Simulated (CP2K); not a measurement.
Runs of CP2K 2026.2 on PtS2. Symmetry: P-3m1, No. 164, trigonal system. Conventional cell: a = 3.543 Å, b = 3.543 Å, c = 5.039 Å, α = 90.00°, β = 90.00°, γ = 120.00°. Pt (site symmetry -3m) is surrounded by 6 S at 2.34 Å. S (site symmetry 3m) has 3 Pt at 2.34 Å as nearest neighbours. 

| level | cutoff of the non-local correlation (Ry) | gap on the mesh (eV) | pressure (GPa) | largest force (eV/Å) |
| --- | --- | --- | --- | --- |
| rev-vdW-DF2 | 300 | 0.99 | (b) | 1.64 |
| PBE | - | 1.03 | 12.4 | 1.42 |
| AM05 | - | 0.99 | (d) | 1.04 |
| HLE17 | - | (c) | 3.0 | 0.47 |
| LDA | - | 0.92 | (a) | 1.14 |

Alike in all rows: task band structure; potentials or basis POTENTIAL_UZH Pt GTH-PBE-q18, S GTH-PBE-q6; TZVP-MOLOPT-PBE-GTH basis; no spin polarisation; cell as given; k mesh 9 × 9 × 5; smearing fermi-dirac 0.05 eV.

Fill in the values left out.

(a) 6.1; (b) 11.4; (c) 1.20; (d) 7.8.

Caveats: spin-orbit coupling is left out, which moves the levels of the heavy elements; the basis of atomic orbitals isn't converged, which shifts pressures, moduli and gaps; the potentials were made for another functional, which shifts forces and pressure (some runs); forces of over 1 eV/Å show positions far from the minimum, so gaps and moduli don't describe the material at rest (some runs); the potentials were made for a functional far from this one (some runs).

A k mesh can miss the band edges, and the runs leave out spin-orbit coupling on Pt.
